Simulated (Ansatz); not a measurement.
Te2Mo (space group P2_1/m) relaxed with several functionals in Ansatz (plane waves to 420 eV, scalar-relativistic PAW, no spin-orbit coupling, symmetry kept). The database cell has 133.49 Å³/atom; its temperature or method isn't stated, so the comparison with it is no error of the functional. No moments.

| functional | conventional cell | V (Å³/atom) | against the database cell (%) | gap on mesh (eV) | largest moment (μB) |
| --- | --- | --- | --- | --- | --- |
| PBE | a = 6.368 Å, b = 3.468 Å, c = 36.172 Å, α = 90.00°, β = 90.09°, γ = 90.00° | 133.12 | -0.3 | 0.00 | 0.00 |
| PBEsol | a = 6.320 Å, b = 3.372 Å, c = 36.134 Å, α = 90.00°, β = 90.04°, γ = 90.00° | 128.33 | -3.9 | 0.00 | 0.00 |
| PBE+D3(BJ) | a = 6.334 Å, b = 3.388 Å, c = 36.163 Å, α = 90.00°, β = 90.03°, γ = 90.00° | 129.35 | -3.1 | 0.00 | 0.00 |